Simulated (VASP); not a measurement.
This VASP 6.6.1 run on CaSe needs a look.

File INCAR:

```
SYSTEM = CaSe
PREC = Accurate
ENCUT = 520
EDIFF = 1E-7
ISMEAR = 0
SIGMA = 0.1
LREAL = .False.
LASPH = .True.
NELM = 71
ALGO = Damped
ISIF = 2
LWAVE = .False.
LCHARG = .False.
METAGGA = MS2
LMIXTAU = .True.
NBANDS = 15
TIME = 4.0
```

The input KPOINTS:

```
Automatic mesh
0
Gamma
  7 7 7
  0 0 0
```

File POSCAR:

```
CaSe
4.6669
    0.000000000000      0.707107501768      0.707107501768
    0.707107501768      0.000000000000      0.707107501768
    0.707107501768      0.707107501768      0.000000000000
Se Ca
1 1
Direct
    0.2500000000      0.2500000000      0.2500000000
    0.0000000000      0.0000000000      0.0000000000
```

Potentials or basis: VASP PAW PBE potentials, release 64 (Se, Ca_sv).

Launch:

```console
$ cat potpaw_PBE.64/Se/POTCAR potpaw_PBE.64/Ca_sv/POTCAR > POTCAR
$ mpirun -np 1 vasp_std > vasp.out
```

OUTCAR:

```text
SYSTEM = CaSe
   PREC = Accurate
   ENCUT = 520
   EDIFF = 1E-7
   ISMEAR = 0
   LREAL = .False.
   LASPH = .True.
   NELM = 71
   ISIF = 2
   METAGGA = MS2

 ion  position               nearest neighbor table
   1  0.250  0.250  0.250-   2 2.86   2 2.86   2 2.86   2 2.86
   2  0.000  0.000  0.000-   1 2.86   1 2.86   1 2.86   1 2.86

  LATTYP: Found a face centered cubic cell.
 ALAT       =     6.6000000000

  Lattice vectors:

[... 542 lines left out ...]

  FORCE on cell =-STRESS in cart. coord.  units (eV):
  Direction    XX          YY          ZZ          XY          YZ          ZX
  --------------------------------------------------------------------------------------
  -------------------------------------------------------------------------------------
  Total       11.7731946     11.7731946     11.7731946     -0.0000000      0.0000000      0.0000000
  in kB      262.4418488    262.4418488    262.4418488     -0.0000000      0.0000000      0.0000000
  external PRESSURE =     262.4418488 kB  Pullay stress =       0.0000000 kB

 VOLUME and BASIS-vectors are now :
 -----------------------------------------------------------------------------
  energy-cutoff  :      520.00
  volume of cell :       71.87
      direct lattice vectors                 reciprocal lattice vectors
     0.000000000  3.300000000  3.300000000    -0.151515152  0.151515152  0.151515152
     3.300000000  0.000000000  3.300000000     0.151515152 -0.151515152  0.151515152
     3.300000000  3.300000000  0.000000000     0.151515152  0.151515152 -0.151515152

 POSITION                                       TOTAL-FORCE (eV/Angst)
 -----------------------------------------------------------------------------------
      1.65000      1.65000      1.65000         0.000000      0.000000      0.000000
      0.00000      0.00000      0.00000        -0.000000     -0.000000     -0.000000
 -----------------------------------------------------------------------------------
    total drift:                                0.000000      0.000000      0.000000

  FREE ENERGIE OF THE ION-ELECTRON SYSTEM (eV)
  ---------------------------------------------------
  free  energy   TOTEN  =       348.3672950980 eV

  energy  without entropy=      348.3751904624  energy(sigma->0) =      348.37124278
```

On the terminal:

```text
POSCAR found type information on POSCAR SeCa
[... 34 lines left out ...]
 -----------------------------------------------------------------------------
```

Q: How did it end, and where is the flaw?

A: The run did not converge. The input holds a flaw that was put in on purpose: damping step far too long (ALGO = Damped; TIME = 4).
